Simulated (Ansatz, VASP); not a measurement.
Two plane-wave programs on LiF (Griceite)

```
F Li
1.0
     0.00000    1.97289    1.97289
     1.97289    0.00000    1.97289
     1.97289    1.97289    0.00000
F Li
1 1
Cartesian
  1.9729 1.9729 1.9729
  0.0000 0.0000 0.0000
```

Alike in both runs: task single point; functional LDA; k mesh 11 × 11 × 11; occupations fermi-dirac, width 0.05 eV; no spin polarisation.

|  | VASP | Ansatz |
| --- | --- | --- |
| version | VASP 6.6.1 | Ansatz 0.2.0 |
| potentials or method | VASP PAW LDA potentials, release 64 (F, Li_sv) | Ansatz PAW |
| plane-wave cutoff (eV) | 520 | 420 |
| valence electrons in the cell | 10 | 10 |

```tsv
	VASP	Ansatz	Ansatz less VASP
gap on the k mesh at the Fermi level (eV)	9.41	9.42	+0.007
least direct gap on the mesh (eV)	9.41	9.42	+0.007
```

Caveats: an odd mesh through Γ misses points on the zone boundary, where band edges often lie (VASP); odd divisions of the mesh miss points on the zone boundary, where band edges often lie, so the gap on the mesh can be too wide (Ansatz). As with any semilocal functional, this LDA gap is likely too small.
